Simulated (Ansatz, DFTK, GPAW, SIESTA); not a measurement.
Zr: programs and potentials compared

```
CELL_PARAMETERS angstrom
3.23200 0.00000 0.00000
-1.61600 2.79899 0.00000
0.00000 0.00000 5.14700
ATOMIC_POSITIONS crystal
Zr 0.66667 0.33333 0.75000
Zr 0.33333 0.66667 0.25000
```

Alike in all runs: task band structure; functional PBE; k mesh 9 × 9 × 5; occupations fermi-dirac, width 0.05 eV; no spin polarisation; no spin-orbit coupling. Pressure is positive in compression and, in plane waves, holds the error of the finite cutoff, which Ansatz's Pulay term estimates and takes out.

```tsv
program and potentials	plane-wave cutoff (eV)	notes	pressure (GPa)
SIESTA, files PseudoDojo sr-pbe-0.4.1-standard, DZP (energy shift 0.003 Ry; two zetas on semicore shells)	-	atomic basis	1.22
DFTK, PseudoDojo SR PBE 0.5 stringent (PBE)	898	-	0.55
DFTK, in-house norm-conserving set (PBE, scalar relativistic)	898	-	0.50
DFTK, SG15 1.2 (PBE)	1225	-	0.50
DFTK, SPMS 1.0 (PBE)	1225	-	0.68
Ansatz, PseudoDojo stringent (PBE files)	898	-	?
GPAW, GPAW PAW data sets (gpaw-data 1.2.1)	600	-	0.15
Ansatz, Ansatz PAW (files of its older set among them)	500	-	0.51
Ansatz, all-electron LAPW, scalar-relativistic	-	-	0.50
```

Question: Estimate from the other rows what the run with Ansatz, PseudoDojo stringent (PBE files) gave.

Answer: Pressure 0.57 GPa. Its pressure holds a Pulay term of +0.02 GPa. The other rows, which needn't bracket it: pressure 0.15 to 1.22.
